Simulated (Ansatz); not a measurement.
SnO₂ in the fluorite structure, 3 atoms and 26 valence electrons in a cell of about 33 Å³, was run 20 times in the plane-wave code Ansatz, each time on 2 threads of Arm Neoverse V1, with other jobs on the host.

```csv
run,k mesh,irreducible k,cutoff (eV),plane waves,bands,SCF iterations,wall time,peak host memory (GiB)
"relaxation, PBE",8×8×8,29,420,645,17,42,?,?
"relaxation, r2SCAN",8×8×8,29,500,869,17,25,7 s,0.4
"bands, PBE",8×8×8,29,420,609,17,6,?,?
"single point, r2SCAN",8×8×8,29,500,869,17,7,2 s,0.37
"single point, HSE06",6×6×6,16,420,609,17,13,43 s,1.1
"single point, PBE+SOC",8×8×8,29,420,609,34,7,?,?
"single point, PBE0",6×6×6,16,420,609,17,14,?,?
"single point, LDA",8×8×8,29,420,609,17,6,?,?
"G0W0, PBE, 97 empty bands, 120 eV",6×6×6,16,420,609,17,6,?,?
"relaxation, PBEsol",8×8×8,29,420,645,17,29,3.1 s,0.3
"Γ phonons, PBEsol",8×8×8,95,420,645,17,11,35 s,0.67
"field response, r2SCAN",8×8×8,59,500,869,17,11,51 s,0.7
"field response, PBE",8×8×8,59,420,609,17,12,?,?
"G0W0, PBE, 240 empty bands, 220 eV",6×6×6,16,420,609,17,6,3.6 min,0.59
"single point, DDH-PBE0",6×6×6,16,420,609,17,13,57 s,1.1
"relaxation, LDA",8×8×8,29,420,609,17,33,4.3 s,0.29
"single point, HSE06+SOC",6×6×6,16,420,609,34,14,3.7 min,1.7
"relaxation, HSE06",6×6×6,16,420,609,17,63,?,?
"single point, r2SCAN0",6×6×6,16,500,869,17,14,?,?
"single point, LC-ωPBE",6×6×6,16,420,609,17,15,?,?
```

(1) Estimate the missing times and memories.

Results:

(1)
```json
{"run": "single point, r2SCAN0", "wall time": "64 s", "peak host memory (GiB)": "1.3"}
{"run": "single point, PBE+SOC", "wall time": "3.8 s", "peak host memory (GiB)": "0.41"}
{"run": "single point, PBE0", "wall time": "42 s", "peak host memory (GiB)": "1.1"}
{"run": "G0W0, PBE, 97 empty bands, 120 eV", "wall time": "35 s", "peak host memory (GiB)": "0.35"}
{"run": "relaxation, PBE", "wall time": "4.6 s", "peak host memory (GiB)": "0.3"}
{"run": "single point, LC-ωPBE", "wall time": "22 s", "peak host memory (GiB)": "1.2"}
{"run": "bands, PBE", "wall time": "1 s", "peak host memory (GiB)": "0.28"}
{"run": "relaxation, HSE06", "wall time": "84 s", "peak host memory (GiB)": "1.1"}
{"run": "single point, LDA", "wall time": "0.8 s", "peak host memory (GiB)": "0.27"}
{"run": "field response, PBE", "wall time": "25 s", "peak host memory (GiB)": "0.58"}
```

Only the levels marked +SOC include spin-orbit coupling.
